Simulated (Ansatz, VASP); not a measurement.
Given: the input of a run of Ansatz 0.2.0 on InSe.

input.yaml

```yaml
crystal:
  lattice:
    - [1.9729696595, 1.139094564, 8.3259319629]
    - [-1.9729696595, 1.139094564, 8.3259319629]
    - [0.0, -2.278189128, 8.3259319629]
  atoms:
    - { symbol: In, position: [0.8886, 0.8886, 0.8886] }
    - { symbol: In, position: [0.0, 0.0, 0.0] }
    - { symbol: Se, position: [0.1719, 0.1719, 0.1719] }
    - { symbol: Se, position: [0.3835, 0.3835, 0.3835] }
hamiltonian:
  xc: pbesol
  pseudopotentials: { kind: paw }
kpoints:
  mp_grid: { grid: [8, 8, 8] }
scf:
  occupations: { method: fermi_dirac, width: 0.05 }
output:
  forces: true
  stress: true
  eigenvalues: true
```

Potentials or basis: Ansatz PAW.

The run is started by

```console
$ ansatz run input.yaml --threads 1 --pin off --max-ram 3584MiB --backend cpu --events-out ev --progress --plain --runs-dir out
```

Question: Translate it to VASP 6.6.1. Potentials there: VASP PAW PBE potentials, release 64 (In_d, Se).

Answer: As run (the cutoff follows the program's own potentials):

The input INCAR:

```
PREC = Accurate ; ENCUT = 520
EDIFF = 1E-7 ; ISMEAR = -1
SIGMA = 0.05 ; LREAL = False
LASPH = True ; NELM = 80
ALGO = Normal ; ISIF = 2
LWAVE = False ; LCHARG = False
GGA = PS ; NBANDS = 27
```

Contents of KPOINTS:

```
Automatic mesh
0
Gamma
  8 8 8
```

POSCAR

```
InSe
1.0
    1.9729696595      1.1390945640      8.3259319629
   -1.9729696595      1.1390945640      8.3259319629
    0.0000000000     -2.2781891280      8.3259319629
In Se
2 2
Direct
    0.8886000000      0.8886000000      0.8886000000
    0.0000000000      0.0000000000      0.0000000000
    0.1719000000      0.1719000000      0.1719000000
    0.3835000000      0.3835000000      0.3835000000
```

Potentials or basis: VASP PAW PBE potentials, release 64 (In_d, Se).

The run is started by

```console
$ cat potpaw_PBE.64/In_d/POTCAR potpaw_PBE.64/Se/POTCAR > POTCAR
$ mpirun -np 1 vasp_std > vasp.out
```

Both were run:

|  | VASP | Ansatz | Ansatz less VASP |
| --- | --- | --- | --- |
| gap on the k mesh at the Fermi level (eV) | 0.44 | 0.45 | +0.013 |
| least direct gap on the mesh (eV) | 0.44 | 0.45 | +0.013 |
| pressure (GPa) | 2.5 | 2.5 | -0.08 |
| largest component of the traceless stress (GPa) | 0.86 | 0.85 | -0.014 |
| rms of the force components (eV/Å) | 0.265 | 0.253 | -0.0127 |

Atom by atom the forces differ by 0.013 eV/Å (rms over components). The two sets of potentials don't hold the same shells in valence.

Caveats: spin-orbit coupling is left out, which moves the levels of the heavy elements; the PAW data sets were made with another functional, which shifts forces and pressure a little (VASP); the PAW data sets come from PBE, with cores solved anew for the run's functional, which leaves a small shift of forces and pressure (Ansatz). A k mesh can miss the band edges.
